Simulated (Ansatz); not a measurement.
MoS2: from supercell energies to defect levels (H interstitial)

These are results of DFT PBE+D3(BJ), scalar-relativistic, plane waves, PAW (Ansatz), not measurements. Settings: 420 eV cutoff, 2×2×2 k-mesh, shifted by half a step, Gaussian smearing of 0.01 eV, collinear spin in charge 0 alone.

Host crystal, relaxed:

```xyz
3
Lattice="3.1495 0.0000 0.0000 -1.5748 2.7276 0.0000 0.0000 0.0000 6.6475" Properties=species:S:1:pos:R:3 pbc="T T T"
Mo    0.0000    0.0000    0.0000
S     0.0000    1.8184    1.5668
S     0.0000    1.8184    5.0807
```

The H interstitial was set at (0.000, 0.000, 0.500) of the host cell, in a supercell of 36 sites (685 Å³), relaxed at fixed cell in each charge q, from a start with the atoms near it displaced at random. In charges +1, 0, -1 some atom moved by up to 1.9 Å, so the relaxed defect can differ in kind from the start: near the site, 6 S at 2.53 Å became 1 S at 1.41 Å, 1 S at 2.15 Å (charge +1); 1 S at 1.42 Å, 2 S at 2.53 Å, 1 S at 2.65 Å, 1 Mo at 3.09 Å, 1 Mo at 3.10 Å (charge 0); 1 S at 1.45 Å, 2 S at 2.41 Å, 1 S at 2.73 Å, 2 Mo at 3.08 Å, 1 S at 3.13 Å (charge -1). The host's Kohn–Sham gap is 1.20 eV and its static dielectric constant 11.0 (mean). For each charge: the supercell's free energy over the neutral one with q electrons exchanged at the valence band top, F(q) − F(0) + qE_v; the image-charge term; and the term that aligns the potential far from the defect with the host's.

```csv
q,F(q) − F(0) + qE_v (eV),image charge (eV),alignment (eV)
+1,-1.167,0.238,-0.024
0,0.000,0.000,0.000
-1,0.818,0.238,-0.160
```

**Question.** Add the terms and find the levels between neighbouring charges, ε(q/q′) = [A(q′) − A(q)]/(q − q′), with and without the two corrections.

**Answer.** A(q): -0.952 eV for +1, 0.000 eV for 0, 0.896 eV for -1.
```tsv
level	corrected (eV over E_v)	uncorrected (eV)
(+1/0)	0.95	1.17
(0/-1)	0.90	0.82
```

As a check, a point charge in a simple cubic cell of this volume has q²αe²/(2εL) = 0.211 q² eV (e² = 14.40 eV Å, α = 2.837, L = 8.82 Å); the shape of the real cell and the anisotropy of ε can change it somewhat. The term grows as q², so it pushes donor levels down and acceptor levels up.

**Question.** Which of these charges is lowest with the Fermi level at the valence band top, at mid-gap and at the conduction band bottom?

**Answer.** The line A(q) + qE_F that lies lowest gives the charge: +1 at E_F = 0.00 eV, +1 at E_F = 0.60 eV, -1 at E_F = 1.20 eV. The level (+1/0) lies above (0/-1), so charge 0 is never the lowest: a negative-U pattern, with a direct (+1/-1) level at 0.92 eV. Charges beyond those computed could lie lower near the band edges.

**Question.** The neutral defect forms at 1.49 eV with atoms taken from and returned to the elements. What are the formation energies at those three Fermi levels, and what share of sites would hold the defect at 1200 K with E_F at mid-gap, if the host still stood at that temperature?

**Answer.** E_f = E_f(0) + A(q) + qE_F = 0.54, 1.14, 1.19 eV. In the dilute limit the share is exp(−E_f/k_BT) = exp(−1.144/0.1034) = 1.6×10⁻⁵, leaving out degeneracy and vibrational entropy. This is the H-rich limit; a poorer supply of H, or a competing compound of it, raises E_f. The small cell and the narrow Kohn–Sham gap leave errors of tenths of an eV or more, which change the share by orders of magnitude.

This form isn't the usual stable structure of the compound.